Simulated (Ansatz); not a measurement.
Runs of Ansatz 0.2.0 on Co. The structure is hexagonal, space group P6_3/mmc (No. 194). The conventional cell has a = 2.472 Å, b = 2.472 Å, c = 4.021 Å, α = 90.00°, β = 90.00°, γ = 120.00°. Co (site symmetry -6m2) is surrounded by 12 Co at 2.47 Å. 

```tsv
task	level	k mesh	cutoff (eV)	smearing	gap on the mesh (eV)	pressure (GPa)	moment (μB)
single point	PBE	12 × 12 × 7	315	gaussian 0.026 eV	none	4.6	3.22
single point	PBE	12 × 12 × 7	315	gaussian 0.027 eV	none	4.6	3.21
phonons	LDA	9 × 9 × 5	338	fermi-dirac 0.05 eV	none	-	(a)
single point	PBE	12 × 12 × 7	315	gaussian 0.016 eV	none	4.6	3.22
band structure	BLYP	12 × 12 × 7	315	fermi-dirac 0.05 eV	-	13.9	3.13
```

Alike in all rows: potentials or basis all-electron LAPW, scalar-relativistic; spin collinear, ferromagnetic start; cell as given; basis error allowed 0.001 eV/atom.

Task: Fill in the values left out.

Result: (a) 3.04.

Caveats: the k mesh is thin for a metal, which can move the energy by tens of meV per atom (some runs); a metal's response needs a denser mesh (some runs).

A gap of «none» marks a metal or a gap under the smearing width.
